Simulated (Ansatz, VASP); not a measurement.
## Two plane-wave programs on MnO2 (Pyrolusite)

```
Mn O
1.0
     4.45807    0.00000    0.00000
     0.00000    4.45807    0.00000
     0.00000    0.00000    2.94442
Mn O
2 4
Direct
  0.00000 0.00000 0.00000
  0.50000 0.50000 0.50000
  0.30607 0.30607 0.00000
  0.19393 0.80607 0.50000
  0.69393 0.69393 0.00000
  0.80607 0.19393 0.50000
```

Alike in both runs: functional PBE; k mesh 6 × 6 × 8; occupations gaussian, width 0.05 eV; collinear spin; Hubbard terms Mn d U = 3.9 eV.

Ansatz relaxed the structure, and its values are those at the end. VASP's run is a single point on that final structure, the one shown.

|  | VASP | Ansatz |
| --- | --- | --- |
| version | VASP 6.6.1 | Ansatz 0.2.0 |
| potentials or method | VASP PAW PBE potentials, release 64 (Mn_pv, O) | scalar-relativistic, plane waves, PAW |
| plane-wave cutoff (eV) | 520 | 420 |
| valence electrons in the cell | 50 | 54 |

|  | VASP | Ansatz | Ansatz less VASP |
| --- | --- | --- | --- |
| gap on the k mesh at the Fermi level (eV) | none | none | - |
| pressure (GPa) | 0.4 | -0.3 | -0.75 |
| rms of the force components (eV/Å) | 0.008 | 0.005 | -0.0038 |
| net moment per atom (μB) | 1.01 | 1.01 | -0.001 |
| size of the moment on the site where the two differ most (μB) | 3.13 | 2.78 | -0.350 |

Site moments also hang on the region over which each program counts them. The programs project onto different local orbitals, so the same U acts differently. A gap of «none» marks a metal or a gap that the smearing closes. The two sets of potentials don't hold the same shells in valence. Ansatz warned: «filled_band_counts_differ_across_k_points».

The state reached can hang on the start; a lower one may exist.
